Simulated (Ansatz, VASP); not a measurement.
# Two plane-wave programs on BN

Contents of INCAR:

```
SYSTEM = BN
ALGO = Normal ; EDIFF = 1E-6
ENCUT = 520 ; GGA = PE
ISIF = 2 ; ISMEAR = 0
LASPH = .TRUE. ; LCHARG = .FALSE.
LREAL = .FALSE. ; LWAVE = .FALSE.
NBANDS = 11 ; NELM = 100
PREC = Accurate ; SIGMA = 0.05
```

KPOINTS

```
k-points
0
G
  12 12 12
  0 0 0
```

POSCAR

```
BN
1.0
    0.0000000000      1.8378397167      1.7643261280
    1.8378397167      0.0000000000      1.7643261280
    1.8378397167      1.8378397167      0.0000000000
B N
1 1
Direct
    0.0000000000      0.0000000000      0.0000000000
    0.7500000000      0.7500000000      0.7500000000
```

Input for Ansatz:

```yaml
crystal:
  lattice:
    - [0.0, 1.8378397167, 1.764326128]
    - [1.8378397167, 0.0, 1.764326128]
    - [1.8378397167, 1.8378397167, 0.0]
  atoms:
    - { symbol: B, position: [0.0, 0.0, 0.0] }
    - { symbol: "N", position: [0.75, 0.75, 0.75] }
basis:
  ecutwfc: 420
kpoints:
  mp_grid: { grid: [12, 12, 12] }
hamiltonian:
  xc: pbe
scf:
  occupations: { method: gaussian, width: 0.05 }
output:
  forces: true
  stress: true
  eigenvalues: true
```

Alike in both runs: task single point; functional PBE; k mesh 12 × 12 × 12; occupations gaussian, width 0.05 eV; no spin polarisation.

|  | VASP | Ansatz |
| --- | --- | --- |
| version | VASP 6.6.1 | Ansatz 0.2.0 |
| potentials or method | VASP PAW PBE potentials, release 64 (B, N) | scalar-relativistic, plane waves, PAW |
| plane-wave cutoff (eV) | 520 | 420 |
| valence electrons in the cell | 8 | 8 |

```csv
,VASP,Ansatz,Ansatz less VASP
gap on the k mesh at the Fermi level (eV),3.75,3.76,+0.012
least direct gap on the mesh (eV),8.35,8.36,+0.011
pressure (GPa),-0.2,-0.4,-0.24
largest component of the traceless stress (GPa),15.66,15.65,-0.012
```

With one functional, cell and mesh, what is left measures potentials, basis and numerics.

A k mesh can miss the band edges.
